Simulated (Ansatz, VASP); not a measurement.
**One calculation of BaTiO3, two programs**

```xyz
5
Lattice="3.9699 0.0000 0.0000 0.0000 3.9699 0.0000 0.0000 0.0000 3.9699" Properties=species:S:1:pos:R:3 pbc="T T T"
Ba    1.9849    1.9849    1.9849
Ti    0.0000    0.0000    0.0000
O     1.9849    0.0000    0.0000
O     0.0000    1.9849    0.0000
O     0.0000    0.0000    1.9849
```

Alike in both runs: functional PBEsol; k mesh 8 × 8 × 8; occupations gaussian, width 0.02 eV; no spin polarisation.

Ansatz relaxed the structure, and its values are those at the end. VASP's run is a single point on that final structure, the one shown.

```csv
,VASP,Ansatz
version,VASP 6.6.1,Ansatz 0.2.0
potentials or method,"VASP PAW PBE potentials, release 64 (Ba_sv, Ti_sv, O)","scalar-relativistic, plane waves, PAW"
plane-wave cutoff (eV),520,420
valence electrons in the cell,40,40
```

```tsv
	VASP	Ansatz	Ansatz less VASP
gap on the k mesh at the Fermi level (eV)	1.75	1.82	+0.071
least direct gap on the mesh (eV)	1.87	1.89	+0.029
pressure (GPa)	2.0	0.0	-2.01
```

With one functional, cell and mesh, what is left measures potentials, basis and numerics.

Caveats: the PAW data sets were made with another functional, which shifts forces and pressure a little (VASP); spin-orbit coupling is left out, which moves the levels of the heavy elements. A k mesh can miss the band edges. As with any semilocal functional, this PBEsol gap is likely too small.
